**revPBE Kohn-Sham gaps of six diamond and zinc-blende semiconductors against measurement**

The table holds band gaps on the k-mesh from ABINIT 10.8.3 with revPBE, without spin-orbit coupling and on unrelaxed cells, beside measured gaps for GaSb, Si, GaAs, InP, CdSe and GaN. The program works out errors, ratios, orders, the effect of the measured ranges and some band-edge facts of the same runs, and applies one parameter-free estimate, a lowering of the gap by one third of a rough recalled spin-orbit splitting. All six gaps are too small, by 0.43 eV (Si) to 1.50 eV (GaN), which is neither a fixed shift nor a fixed fraction, and 3 of 14 pairs come out in the wrong order, one of them (Si and CdSe) by less than the error of the mesh. The shortfall ranks with both polarity and gap size, mainly through CdSe and GaN, and these rows cannot separate the two. The spin-orbit estimate deepens every error and closes the GaSb gap.

ABINIT 10.8.3, Kohn-Sham DFT with revPBE for six semiconductor crystals at the given cells, without spin polarisation or spin-orbit coupling and with Fermi-Dirac smearing of 0.05 eV. The computed band gap is the lowest conduction level less the highest valence level on the listed k-mesh, whether direct or indirect.

## Analysis program

```python
# Table: Kohn-Sham band gaps on the k-mesh (ABINIT 10.8.3, revPBE, no spin-orbit, unrelaxed cells) against measured gaps.
# Worked out: errors, ratios, orders, reference ranges, band-edge facts; one estimate: spin-orbit lowers the gap by Delta0/3.
T = {
    'formula': ['GaSb', 'Si', 'GaAs', 'InP', 'CdSe', 'GaN'],
    'sg': ['F-43m', 'Fd-3m', 'F-43m', 'F-43m', 'F-43m', 'F-43m'],
    'vol': [28.62, 20.16, 22.59, 25.17, 28.94, 11.44],  # Å³/atom
    'pot': ['JTH-PAW-PBE-v2.0', 'PseudoDojo-NC-SR-PBE-v0.4.1-standard', 'JTH-PAW-PBE-v2.0', 'JTH-PAW-PBE-v2.0', 'JTH-PAW-PBE-v2.0', 'JTH-PAW-PBE-v2.0'],
    'cut': [462.6, 489.8, 462.6, 544.2, 462.6, 680.3],  # eV
    'k': ['8x8x8', '8x8x8', '8x8x8', '8x8x8', '8x8x8', '10x10x10'],
    'y': [0.097, 0.676, 0.597, 0.793, 0.673, 1.733],  # eV
    'measured': [0.812, 1.11, 1.42, 1.42, 1.81, 3.23],  # eV
    'm_range': ['0.68 to 0.813', '1.1 to 1.1692', '1.412 to 1.52', 'one value', 'one value', 'one value'],  # eV
    'm_what': ['direct gap at T -> 0 K, Eg(0) from Varshni fit to temperature-dependen; temperature-dependent photoluminescence; bulk crystal', 'indirect band gap at room temperature, quoted from a textbook; not stated; bulk crystal', 'band-edge photoluminescence emission energy of the GaAs substrate; time-integrated photoluminescence; bulk crystal', 'experimental band gap used for comparison with the calculated gap; not stated; bulk crystal', 'direct optical gap from Kubelka-Munk plot of [F(R)hv]^2 against photon; UV-vis diffuse reflectance; powder', 'absorption onset (direct gap at Gamma) of unexcited film, from imagina; spectroscopic ellipsometry (steady-state; film'],
    'source': ['arXiv:cond-mat/0204296 (2002)', 'arXiv:1709.02567 (2017)', 'arXiv:1409.8467 (2014)', 'arXiv:cond-mat/0006134 (2000)', 'pmc:3637069 (2013)', 'arXiv:2206.02223 (2022)'],
    'err': [-0.72, -0.43, -0.82, -0.63, -1.14, -1.5],  # eV
}
import numpy as np
from itertools import combinations
from scipy.stats import spearmanr
F = list(T['formula']); n = len(F); ix = {f: i for i, f in enumerate(F)}
y, m, er, vol = (np.array([float(v) for v in T[k]]) for k in ('y', 'measured', 'err', 'vol'))
rg = [[float(x) for x in s.split(' to ')] if ' to ' in str(s) else [m[i], m[i]] for i, s in enumerate(T['m_range'])]
lo = np.array([r[0] for r in rg]); hi = np.array([r[1] for r in rg])
# further outputs of the same runs: pressure (GPa); band edges, Fermi levels and levels (eV)
P = dict(GaSb=3.27, Si=1.68, GaAs=4.65, InP=4.19, CdSe=2.45, GaN=8.51)
edge = dict(GaSb=(4.774289, 4.8713, 4.862727), CdSe=(1.345197, 2.017878, 1.721606))  # VBM, CBM, Fermi
si_vbm, si_G, si_GX = 4.2970, (6.8559, 7.5668), (6.3262, 5.4710, 4.9725)  # GX: 0.25, 0.5, 0.75 of Gamma-X
cd_t2, cd_e, width = -6.5011, -6.1600, 0.05
# rough recalled values: Pauling electronegativity difference, valence spin-orbit splitting (eV)
dchi = dict(GaSb=0.2, Si=0.0, GaAs=0.4, InP=0.4, CdSe=0.9, GaN=1.2)
D0 = dict(GaSb=0.75, Si=0.044, GaAs=0.34, InP=0.11, CdSe=0.42, GaN=0.017)
e = y - m; r = y / m; dx = np.array([dchi[f] for f in F]); so = np.array([D0[f] for f in F]) / 3
print('crystal: computed, measured, error (eV); ratio; missing %; error against lowest / highest measured value (eV)')
for i, f in enumerate(F):
    print(f'  {f:5s} {y[i]:.3f} {m[i]:.3f} {e[i]:+.3f}; {r[i]:.3f}; {100*(1-r[i]):.0f} %; {y[i]-lo[i]:+.3f} / {y[i]-hi[i]:+.3f}')
print(f'rounding of measured gaps and errors about 0.005 eV; largest departure from the listed error {abs(e-er).max():.3f} eV')
print(f'mean error {e.mean():+.3f} eV, from {e.max():+.3f} to {e.min():+.3f}; mean ratio {r.mean():.2f}, from {r.min():.2f} to {r.max():.2f}')
print('error less mean error (eV): ' + ', '.join(f'{f} {e[i]-e.mean():+.2f}' for i, f in enumerate(F)))
def steps(v):
    o = np.argsort(-v)
    return ', '.join(f'{F[a]}->{F[b]} {v[a]-v[b]:.3f}' for a, b in zip(o[:-1], o[1:]))
print('steps in shortfall, small to large (eV): ' + steps(e))
print('computed order: ' + ' < '.join(F[i] for i in np.argsort(y)))
pairs = [(a, b) for a, b in combinations(range(n), 2) if abs(m[a]-m[b]) > 1e-9]
bad = [f'{F[a]}/{F[b]}' for a, b in pairs if (m[a]-m[b])*(y[a]-y[b]) < 0]
print(f'pairs in the wrong order: {len(bad)} of {len(pairs)} with unequal measured gaps: ' + ', '.join(bad))
print(f"InP less GaAs: computed {y[ix['InP']]-y[ix['GaAs']]:+.3f} eV, measured {m[ix['InP']]-m[ix['GaAs']]:+.3f} eV")
m3 = np.mean([e[ix[f]] for f in ('GaSb', 'GaAs', 'InP')])
print(f"mean error of GaSb, GaAs, InP {m3:+.3f} eV; Si {e[ix['Si']]/m3:.2f}, CdSe {e[ix['CdSe']]/m3:.2f}, GaN {e[ix['GaN']]/m3:.2f} times that")
print(f'rank correlation of shortfall with measured gap {spearmanr(-e, m)[0]:.2f}, with electronegativity difference {spearmanr(-e, dx)[0]:.2f}')
print(f'rank correlation of measured gap with electronegativity difference {spearmanr(m, dx)[0]:.2f}; of ratio with it {spearmanr(r, dx)[0]:.2f}')
print('crystal: cubic a, bond (A); pressure (GPa); rough electronegativity difference; rough Delta0/3, gap and error after it (eV)')
a0 = (8 * vol) ** (1 / 3); ys = y - so; es = ys - m
for i, f in enumerate(F):
    print(f'  {f:5s} {a0[i]:.3f} {a0[i]*3**0.5/4:.3f}; {P[f]:.1f}; {dx[i]:.1f}; {so[i]:.2f} {ys[i]:+.2f} {es[i]:+.2f}')
print(f'with the rough spin-orbit shift: mean error {es.mean():+.2f} eV; steps (eV): ' + steps(es))
for a, b in (('GaN', 'GaAs'), ('GaAs', 'GaSb')):
    i, j = ix[a], ix[b]
    print(f'{a} less {b}: computed {y[i]-y[j]:.3f}, with rough spin-orbit {ys[i]-ys[j]:.2f}, measured {m[i]-m[j]:.3f} eV')
c, g = ix['CdSe'], ix['GaAs']
print(f'CdSe error against rough recalled bulk 1.7 eV: {y[c]-1.7:+.2f} eV; beyond GaAs at its highest value by {(y[g]-hi[g])-(y[c]-1.7):.2f} eV')
print(f"GaSb gap / smearing width = {y[ix['GaSb']]/width:.2f}")
for f, (v, cb, ef) in edge.items():
    fe = 2/(1+np.exp((cb-ef)/width)); fh = 2/(1+np.exp((ef-v)/width))
    print(f'{f}: CBM less Fermi {cb-ef:.3f} eV; electrons in CBM {fe:.4f} of 2; holes per VBM level {fh:.4f}, times 3 = {3*fh:.4f}; at weight 1/512: {fe/512:.5f} e per cell')
print('Si conduction band above VBM at 0.25, 0.5, 0.75 of Gamma-X (eV): ' + ', '.join(f'{x-si_vbm:.3f}' for x in si_GX))
print(f"Si at Gamma: threefold level {si_G[0]-si_vbm:.3f} eV, single level {si_G[1]-si_vbm:.3f} eV; direct less indirect {si_G[0]-si_vbm-y[ix['Si']]:.3f} eV")
vb = edge['CdSe'][0]
print(f'CdSe Cd 4d below VBM at Gamma: threefold {vb-cd_t2:.2f} eV, twofold {vb-cd_e:.2f} eV; threefold lower by {cd_e-cd_t2:.2f} eV')
assert (e < 0).all() and (y < lo).all()
assert F[int(np.argmax(e))] == 'Si' and F[int(np.argmin(e))] == 'GaN' and F[int(np.argsort(e)[1])] == 'CdSe'
assert y[ix['GaN']] > y[ix['GaAs']] > y[ix['GaSb']] and m[ix['GaN']] > m[ix['GaAs']] > m[ix['GaSb']]
assert abs(e - er).max() < 0.006
```

Printed output:

```
crystal: computed, measured, error (eV); ratio; missing %; error against lowest / highest measured value (eV)
  GaSb  0.097 0.812 -0.715; 0.119; 88 %; -0.583 / -0.716
  Si    0.676 1.110 -0.434; 0.609; 39 %; -0.424 / -0.493
  GaAs  0.597 1.420 -0.823; 0.420; 58 %; -0.815 / -0.923
  InP   0.793 1.420 -0.627; 0.558; 44 %; -0.627 / -0.627
  CdSe  0.673 1.810 -1.137; 0.372; 63 %; -1.137 / -1.137
  GaN   1.733 3.230 -1.497; 0.537; 46 %; -1.497 / -1.497
rounding of measured gaps and errors about 0.005 eV; largest departure from the listed error 0.005 eV
mean error -0.872 eV, from -0.434 to -1.497; mean ratio 0.44, from 0.12 to 0.61
error less mean error (eV): GaSb +0.16, Si +0.44, GaAs +0.05, InP +0.25, CdSe -0.26, GaN -0.62
steps in shortfall, small to large (eV): Si->InP 0.193, InP->GaSb 0.088, GaSb->GaAs 0.108, GaAs->CdSe 0.314, CdSe->GaN 0.360
computed order: GaSb < GaAs < CdSe < Si < InP < GaN
pairs in the wrong order: 3 of 14 with unequal measured gaps: Si/GaAs, Si/CdSe, InP/CdSe
InP less GaAs: computed +0.196 eV, measured +0.000 eV
mean error of GaSb, GaAs, InP -0.722 eV; Si 0.60, CdSe 1.58, GaN 2.07 times that
rank correlation of shortfall with measured gap 0.78, with electronegativity difference 0.90
rank correlation of measured gap with electronegativity difference 0.94; of ratio with it -0.20
crystal: cubic a, bond (A); pressure (GPa); rough electronegativity difference; rough Delta0/3, gap and error after it (eV)
  GaSb  6.118 2.649; 3.3; 0.2; 0.25 -0.15 -0.97
  Si    5.443 2.357; 1.7; 0.0; 0.01 +0.66 -0.45
  GaAs  5.654 2.448; 4.7; 0.4; 0.11 +0.48 -0.94
  InP   5.861 2.538; 4.2; 0.4; 0.04 +0.76 -0.66
  CdSe  6.140 2.659; 2.5; 0.9; 0.14 +0.53 -1.28
  GaN   4.506 1.951; 8.5; 1.2; 0.01 +1.73 -1.50
with the rough spin-orbit shift: mean error -0.97 eV; steps (eV): Si->InP 0.215, InP->GaAs 0.273, GaAs->GaSb 0.029, GaSb->CdSe 0.312, CdSe->GaN 0.226
GaN less GaAs: computed 1.136, with rough spin-orbit 1.24, measured 1.810 eV
GaAs less GaSb: computed 0.500, with rough spin-orbit 0.64, measured 0.608 eV
CdSe error against rough recalled bulk 1.7 eV: -1.03 eV; beyond GaAs at its highest value by 0.10 eV
GaSb gap / smearing width = 1.94
GaSb: CBM less Fermi 0.009 eV; electrons in CBM 0.9145 of 2; holes per VBM level 0.2914, times 3 = 0.8742; at weight 1/512: 0.00179 e per cell
CdSe: CBM less Fermi 0.296 eV; electrons in CBM 0.0053 of 2; holes per VBM level 0.0011, times 3 = 0.0032; at weight 1/512: 0.00001 e per cell
Si conduction band above VBM at 0.25, 0.5, 0.75 of Gamma-X (eV): 2.029, 1.174, 0.676
Si at Gamma: threefold level 2.559 eV, single level 3.270 eV; direct less indirect 1.883 eV
CdSe Cd 4d below VBM at Gamma: threefold 7.85 eV, twofold 7.51 eV; threefold lower by 0.34 eV
```
